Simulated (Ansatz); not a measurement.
# CuO: the cost of one run

Method: DFT PBE+U, scalar-relativistic, plane waves, PAW, in Ansatz 0.2.0.

### 1 The starting structure

The structure is monoclinic, space group C2/c (No. 15). The conventional cell has a = 4.684 Å, b = 3.423 Å, c = 5.129 Å, α = 90.00°, β = 99.54°, γ = 90.00°. Cu (site symmetry -1) has 4 O at 1.95 to 1.96 Å as nearest neighbours. O (site symmetry 2) has 4 Cu at 1.95 to 1.96 Å as nearest neighbours.

Structure file:

```cif
data_structure
_symmetry_space_group_name_H-M 'C2/c'
_symmetry_Int_Tables_number 15
_cell_length_a 4.6840
_cell_length_b 3.4230
_cell_length_c 5.1290
_cell_angle_alpha 90.000
_cell_angle_beta 99.540
_cell_angle_gamma 90.000
_cell_volume 81.10
loop_
_atom_site_label
_atom_site_type_symbol
_atom_site_symmetry_multiplicity
_atom_site_Wyckoff_symbol
_atom_site_fract_x
_atom_site_fract_y
_atom_site_fract_z
_atom_site_occupancy
Cu1 Cu 4 d 0.75000 0.75000 0.50000 1
O1 O 4 e 0.50000 0.91840 0.75000 1
```

The structure rests on an entry of the Crystallography Open Database; cell or positions may have been set otherwise for this series.

### 2 Single point: CuO

The input, input.yaml:

```yaml
crystal:
  lattice:
    - [9.368, 0.0, 0.0]
    - [0.0, 3.423, 0.0]
    - [-1.700121148, 0.0, 10.1161332574]
  atoms:
    - { symbol: Cu, position: [0.125, 0.25, 0.0], spin: 1.0 }
    - { symbol: Cu, position: [0.125, 0.25, 0.5], spin: -1.0 }
    - { symbol: Cu, position: [0.625, 0.25, 0.0], spin: -1.0 }
    - { symbol: Cu, position: [0.625, 0.25, 0.5], spin: 1.0 }
    - { symbol: Cu, position: [0.375, 0.75, 0.0], spin: -1.0 }
    - { symbol: Cu, position: [0.375, 0.75, 0.5], spin: 1.0 }
    - { symbol: Cu, position: [0.875, 0.75, 0.0], spin: 1.0 }
    - { symbol: Cu, position: [0.875, 0.75, 0.5], spin: -1.0 }
    - { symbol: Cu, position: [0.125, 0.75, 0.25], spin: 1.0 }
    - { symbol: Cu, position: [0.125, 0.75, 0.75], spin: -1.0 }
    - { symbol: Cu, position: [0.625, 0.75, 0.25], spin: -1.0 }
    - { symbol: Cu, position: [0.625, 0.75, 0.75], spin: 1.0 }
    - { symbol: Cu, position: [0.375, 0.25, 0.25], spin: 1.0 }
    - { symbol: Cu, position: [0.375, 0.25, 0.75], spin: -1.0 }
    - { symbol: Cu, position: [0.875, 0.25, 0.25], spin: -1.0 }
    - { symbol: Cu, position: [0.875, 0.25, 0.75], spin: 1.0 }
    - { symbol: O, position: [0.0, 0.4184, 0.125] }
    - { symbol: O, position: [0.0, 0.4184, 0.625] }
    - { symbol: O, position: [0.5, 0.4184, 0.125] }
    - { symbol: O, position: [0.5, 0.4184, 0.625] }
    - { symbol: O, position: [0.25, 0.9184, 0.125] }
    - { symbol: O, position: [0.25, 0.9184, 0.625] }
    - { symbol: O, position: [0.75, 0.9184, 0.125] }
    - { symbol: O, position: [0.75, 0.9184, 0.625] }
    - { symbol: O, position: [0.0, 0.5816, 0.375] }
    - { symbol: O, position: [0.0, 0.5816, 0.875] }
    - { symbol: O, position: [0.5, 0.5816, 0.375] }
    - { symbol: O, position: [0.5, 0.5816, 0.875] }
    - { symbol: O, position: [0.25, 0.0816, 0.375] }
    - { symbol: O, position: [0.25, 0.0816, 0.875] }
    - { symbol: O, position: [0.75, 0.0816, 0.375] }
    - { symbol: O, position: [0.75, 0.0816, 0.875] }
magnetization:
  spin_polarized: true
scf:
  occupations: { method: gaussian, width: 0.02 }
output:
  forces: true
  stress: true
  populations: true
  write_density: true
  write_potential: true
  elf: true
  volumetric_format: npy
hamiltonian:
  hubbard: { sites: [{ species: Cu, l: d, u_eff: 12.0 }] }
  xc: pbe
kpoints:
  mp_grid: { grid: [2, 6, 2] }
```

Started as:

```sh
> ansatz run input.yaml --threads 4 --pin off --max-ram 12288MiB --backend cpu --events-out ev --progress --plain --runs-dir out
```

**Question.** How long does this run take on 4 threads of Intel Xeon 6975P-C (Granite Rapids), shared host, and how much memory does it need?

About 83 s, with a peak of 5.3 GiB.
